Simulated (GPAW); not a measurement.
The system is Sn.

```
Sn
1.0
     4.57264    0.00000    0.00000
     2.28632    3.96002    0.00000
     2.28632    1.32001    3.73354
Sn
2
Direct
  0.75000 0.75000 0.75000
  0.50000 0.50000 0.50000
```

This isn't the form of Sn at room conditions, which is tetragonal (white tin).

Program: GPAW 26.7.0. Alike in all runs: task band structure; spin SOC, no magnetisation; cell as given; k mesh 6 × 6 × 6; cutoff (eV) 600; smearing fermi-dirac 0.05 eV.

Question: Order these runs on this cell by their pressure, lowest first.
A. level LDA; potentials or basis the program's PAW data sets (release 1.2.1) made for this functional, pw; band points 100; spin axis theta (degrees) 54.7
B. level PBEint; potentials or basis PAW data sets generated in the run's folder for this functional, pw; band points 100; spin axis theta (degrees) 54.7
C. level PBE; potentials or basis GPAW PAW data sets (gpaw-data 1.2.1), pw; band points 80; spin axis theta (degrees) 90

Answer: A (-0.1 GPa), B (2.0 GPa), C (3.6 GPa).

Caveats: spin-orbit coupling was added after a scalar SCF, so levels and gaps hold it while energy, forces, pressure and moments don't.

Not every run made on this cell is shown here.
